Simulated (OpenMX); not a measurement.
# WC in OpenMX: the effect of volume scale

Crystal: WC.

```xyz
2
Lattice="0.0000 2.2061 2.2061 2.2061 0.0000 2.2061 2.2061 2.2061 0.0000" Properties=species:S:1:pos:R:3 pbc="T T T"
W     0.0000    0.0000    0.0000
C     3.3091    3.3091    3.3091
```

The cell was built by a generator and needn't be a form met in nature.

Alike in all runs:

| Property | Result |
| --- | --- |
| Program | OpenMX 3.8.5 |
| Task | single point |
| Functional | PBE |
| Potentials or basis | OpenMX 2013 PBE set, W7.0-s3p2d2f1, C6.0-s2p2d1, grid cutoff 400 Ry |
| k mesh | 7 × 7 × 7 |
| Occupations | fermi-dirac, width 0.05 eV |
| Spin | no spin polarisation |

```tsv
volume scale	pressure (GPa)
0.88	72.6
0.92	?
0.96	32.8
1	18.0
1.04	5.9
1.08	-4.1
```

Task: What does the run with volume scale 0.92 give?

Result: Pressure 50.7 GPa.

Worked out: A parabola through the other rows of the pressure, of slope -492 GPa per unit of volume scale there, gives 51.4 GPa, against the run's 50.7.

Caveats: the basis of atomic orbitals isn't converged, which shifts pressures, moduli and gaps; the cell as given lies far from equilibrium (some runs).
